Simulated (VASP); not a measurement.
W:

```
W
1.0
     0.00000    2.03000    2.03000
     2.03000    0.00000    2.03000
     2.03000    2.03000    0.00000
W
1
Direct
  0.00000 0.00000 0.00000
```

This isn't the form of W at room conditions, which is bcc.

| Property | Result |
| --- | --- |
| Program | VASP 6.6.1 |
| Task | relaxation of cell and atoms |
| Functional | LDA |
| Potentials or basis | VASP PAW LDA potentials, release 64 (W_sv) |
| Cutoff | 600 eV |
| k mesh | 11 × 11 × 11 |
| Occupations | fermi-dirac, width 0.05 eV |
| Spin | no spin polarisation |

At the start: pressure -16.2 GPa; volume 16.73 Å³/atom.

Q: How do energy, volume and symmetry change on relaxing?

A: Over 5 steps the energy falls by 48.6 meV/atom and the volume is 15.81 Å³/atom (-5.5 %); space group Fm-3m (No. 225, to 0.05 Å).

Step by step:
```
step  energy change (eV)  largest force (eV/Å)  pressure (GPa)  volume (Å³)
   1              0.0000                0.0000          -16.17        16.73
   2              0.6482                0.0000           91.63        12.97
   3             -0.0482                0.0000           -1.64        15.89
   4             -0.0486                0.0000           -0.29        15.83
   5             -0.0486                0.0000            0.06        15.81
```

Final structure:
```xyz
1
Lattice="0.0000 1.9920 1.9920 1.9920 0.0000 1.9920 1.9920 1.9920 0.0000" Properties=species:S:1:pos:R:3 pbc="T T T"
W     0.0000    0.0000    0.0000
```
